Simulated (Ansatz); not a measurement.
Crystal: CuO.

```
CELL_PARAMETERS angstrom
2.87950 0.00000 0.00000
0.03907 2.87928 0.00000
0.01750 0.01724 5.17634
ATOMIC_POSITIONS crystal
Cu 0.00000 0.50000 0.00000
Cu 0.50000 0.00000 0.50000
O 0.99842 0.00167 0.74989
O 0.00158 0.99833 0.25011
```

The cell comes from a database or a generator and needn't be the stable form of this composition.

| Item | Value |
| --- | --- |
| Program | Ansatz 0.2.0 |
| Task | relaxation of cell and atoms |
| Functional | PBEsol |
| Potentials or basis | Ansatz PAW |
| Cutoff | 420 eV (not typed: the program's choice for these potentials) |
| k mesh | 9 × 9 × 5 |
| Occupations | fermi-dirac, width 0.05 eV |
| Spin | no spin polarisation |
| Hubbard terms | Cu d U = 1 eV |

At the start: volume 10.73 Å³/atom.

Question: Where does the relaxation end?

Answer: It ends after 8 steps and the volume is 10.69 Å³/atom (-0.3 %); space group P4_2/mmc (No. 131, to 0.05 Å).

Step by step:
| step | energy change (eV) | largest force (eV/Å) | volume (Å³) |
| --- | --- | --- | --- |
| 1 | 0.0000 | 0.0122 | 42.92 |
| 2 | -0.0062 | 0.0090 | 42.87 |
| 3 | -0.0085 | 0.0033 | 42.75 |
| 4 | -0.0085 | 0.0022 | 42.77 |
| 5 | -0.0085 | 0.0005 | 42.78 |
| 6 | -0.0081 | 0.0005 | 42.78 |
| 7 | -0.0081 | 0.0001 | 42.78 |
| 8 | -0.0081 | 0.0001 | 42.78 |

Final structure:
```cif
data_structure
_symmetry_space_group_name_H-M 'P 1'
_symmetry_Int_Tables_number 1
_cell_length_a 2.8977
_cell_length_b 2.8977
_cell_length_c 5.0947
_cell_angle_alpha 89.946
_cell_angle_beta 89.947
_cell_angle_gamma 89.823
_cell_volume 42.78
loop_
_atom_site_label
_atom_site_type_symbol
_atom_site_fract_x
_atom_site_fract_y
_atom_site_fract_z
_atom_site_occupancy
Cu1 Cu 0.00000 0.50000 0.00000 1
Cu2 Cu 0.50000 0.00000 0.50000 1
O1 O 0.99964 0.00037 0.75000 1
O2 O 0.00036 0.99963 0.25000 1
```

Caveat: the plane-wave basis is chosen anew once the cell has moved, so the energies of steps on either side of that aren't comparable; the pressure holds a Pulay correction of +0.7 GPa for the finite cutoff; the run has no spin polarisation, though such a crystal can be magnetic; U without spin polarisation on a metal has little footing; the PAW data sets come from PBE, with cores solved anew for the run's functional, which leaves a small shift of forces and pressure.
